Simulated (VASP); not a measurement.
BeTe:

```
Be Te
1.0
     0.00000    2.77000    2.77000
     2.77000    0.00000    2.77000
     2.77000    2.77000    0.00000
Be Te
1 1
Direct
  0.00000 0.00000 0.00000
  0.75000 0.75000 0.75000
```

Base run:

```yaml
Program: VASP 6.6.1
Functional: PBEsol
Potentials_or_basis: VASP PAW PBE potentials, release 64 (Be, Te)
Cutoff: 520 eV
k_mesh: 11 × 11 × 11
Occupations: fermi-dirac, width 0.03 eV
Spin: no spin polarisation
```

Its results: band gap on the k mesh 1.76 eV, indirect (least direct gap 3.55 eV); pressure 2.5 GPa.

Task: The run is repeated on the same cell with these changes: functional from PBEsol to LDA; potentials or basis from VASP PAW PBE potentials, release 64 (Be, Te) to VASP PAW LDA potentials, release 64 (Be, Te). What comes out?

Result: Band gap on the k mesh 1.78 eV, indirect (least direct gap 3.54 eV); pressure 0.8 GPa.

Caveats: spin-orbit coupling is left out, which moves the levels of the heavy elements; an odd mesh through Γ misses points on the zone boundary, where band edges often lie; the PAW data sets were made with another functional, which shifts forces and pressure a little (some runs).
